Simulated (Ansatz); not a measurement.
Crystal: Sb.

```
CELL_PARAMETERS angstrom
0.00000 2.37124 2.37124
2.37124 0.00000 2.37124
2.37124 2.37124 0.00000
ATOMIC_POSITIONS crystal
Sb 0.00000 0.00000 0.00000
```

This isn't the form of Sb at room conditions, which is rhombohedral.

```yaml
Program: Ansatz 0.2.0
Task: relaxation of cell and atoms
Functional: B3LYP
Potentials_or_basis: Ansatz PAW
Cutoff: "420 eV (not typed: the program's choice for these potentials)"
k_mesh: 5 × 5 × 5
Occupations: fermi-dirac, width 0.05 eV
Spin: no spin polarisation
```

At the start: volume 26.67 Å³/atom.

Q: How do energy, volume and symmetry change on relaxing?

A: It ends after 5 steps and the volume is 28.82 Å³/atom (+8.1 %); space group Fm-3m (No. 225, to 0.05 Å).

Step by step:
```tsv
step	energy change (eV)	largest force (eV/Å)	volume (Å³)
1	0.0000	0.0000	26.67
2	-0.0265	0.0000	29.75
3	-0.0313	0.0000	28.95
4	-0.0314	0.0000	28.82
5	-0.0319	0.0000	28.82
```

Final structure:
```xyz
1
Lattice="0.0000 2.4336 2.4336 2.4336 0.0000 2.4336 2.4336 2.4336 0.0000" Properties=species:S:1:pos:R:3 pbc="T T T"
Sb    0.0000    0.0000    0.0000
```

Caveat: the k mesh is coarse (spacing up to 0.46 Å⁻¹), so the values aren't converged, least of all with exact exchange; the plane-wave basis is chosen anew once the cell has moved, so the energies of steps on either side of that aren't comparable; the PAW data sets come from PBE, with cores solved anew for the run's functional, which leaves a small shift of forces and pressure.
